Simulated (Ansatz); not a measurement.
Reactions of `O=Cc1ccccc1`.

Computed with Ansatz on PBE0-D4/def2-TZVP structures; ΔE is electronic, products minus reactants. CBS: MP2 limit from def2 TZ/QZ plus the TZ coupled-cluster correction, frozen cores. This one scheme is used for every species, atoms too. Functionals use def2-TZVPP. Open shells (•) are unrestricted, without spin–orbit coupling. Spin–orbit coupling would lower the free atoms: a little for C, O. Each species was taken in one conformer, which may not be the lowest.

```
                                                reaction  r2SCAN-D4 (kJ/mol)  CCSD(T)/CBS(def2) (kJ/mol)
                        `O=Cc1ccccc1` → 7 C• + 6 H• + O•                6888                        6804
                    `O=Cc1ccccc1` + H₂ → benzene + `C=O`                   6                          -7
`O=Cc1ccccc1` + `N=C[SiH3]` → `O=C/N=C\[SiH3]` + benzene                  -2                           3
            `O=Cc1ccccc1` + CH₃SH → `CSc1ccccc1` + `C=O`                  49                          43
        `O=Cc1ccccc1` + silanol → `O=CO[SiH3]` + benzene                 -22                         -18
```

Largest T1 diagnostic: 0.017, for `O=C/N=C\[SiH3]`.
